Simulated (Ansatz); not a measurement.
The system is EuS.

```
Eu S
1.0
     0.00000    2.97850    2.97850
     2.97850    0.00000    2.97850
     2.97850    2.97850    0.00000
Eu S
1 1
Direct
  0.00000 0.00000 0.00000
  0.50000 0.50000 0.50000
```

```yaml
Program: Ansatz 0.2.0
Task: relaxation of cell and atoms
Functional: PBE
Dispersion: D3(BJ)
Potentials_or_basis: Ansatz PAW
Cutoff: "420 eV (not typed: the program's choice for these potentials)"
k_mesh: 8 × 8 × 8
Occupations: fermi-dirac, width 0.05 eV
Spin: collinear spin, ferromagnetic start
Starting_moments: "[7.0, 0.0] μB"
```

At the start: volume 26.42 Å³/atom.

**Question.** Where does the relaxation end?

**Answer.** It ends after 5 steps and the volume is 23.94 Å³/atom (-9.4 %); space group Fm-3m (No. 225, to 0.05 Å); moment 6.95 μB per cell.

The path:
| step | energy change (eV) | largest force (eV/Å) | volume (Å³) |
| --- | --- | --- | --- |
| 1 | 0.0000 | 0.0000 | 52.85 |
| 2 | -0.0728 | 0.0000 | 46.46 |
| 3 | -0.0795 | 0.0000 | 48.10 |
| 4 | -0.0798 | 0.0000 | 47.87 |
| 5 | -0.0781 | 0.0000 | 47.87 |

Final structure:
```xyz
2
Lattice="0.0000 2.8819 2.8819 2.8819 0.0000 2.8819 2.8819 2.8819 0.0000" Properties=species:S:1:pos:R:3 pbc="T T T"
Eu    0.0000    0.0000    0.0000
S     2.8819    2.8819    2.8819
```

Caveat: the plane-wave basis is chosen anew once the cell has moved, so the energies of steps on either side of that aren't comparable; a cell with one magnetic atom can't hold antiferromagnetic order, which such compounds often take; without U or exact exchange the open f shell lies at the Fermi level, which spoils levels, moments and volumes.
